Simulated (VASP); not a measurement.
Runs of VASP 6.6.1 on MgS. Symmetry: P6_3mc, No. 186, hexagonal system. Conventional cell: a = 4.035 Å, b = 4.035 Å, c = 6.432 Å, α = 90.00°, β = 90.00°, γ = 120.00°. S (site symmetry 3m) has 4 Mg at 2.45 to 2.47 Å as nearest neighbours. Around Mg (site symmetry 3m) lie 4 S at 2.45 to 2.47 Å. The cell comes from a database or a generator and needn't be the stable form of this composition.

```csv
share of exact exchange,gap on the mesh (eV),pressure (GPa),largest force (eV/Å)
0.05,(a),0.7,0.05
0.2,4.29,0.1,0.05
0.3,(b),-0.3,0.05
0.1,3.86,0.5,0.05
0.5,5.63,-1.2,0.06
0.15,4.07,0.3,0.05
0.25,4.51,-0.1,0.05
0.4,5.18,-0.7,0.05
```

Alike in all rows: task single point; level HSE(alpha, omega); potentials or basis VASP PAW PBE potentials, release 64 (S, Mg); no spin polarisation; cell as given; k mesh 4 × 4 × 2; cutoff (eV) 520; smearing fermi-dirac 0.05 eV; the mesh is coarse, so values aren't converged.

**Question.** Fill in the values left out.

**Answer.** (a) 3.64; (b) 4.73.

Caveats: all runs use coarse meshes; the PAW data sets were made with another functional, which shifts forces and pressure a little.

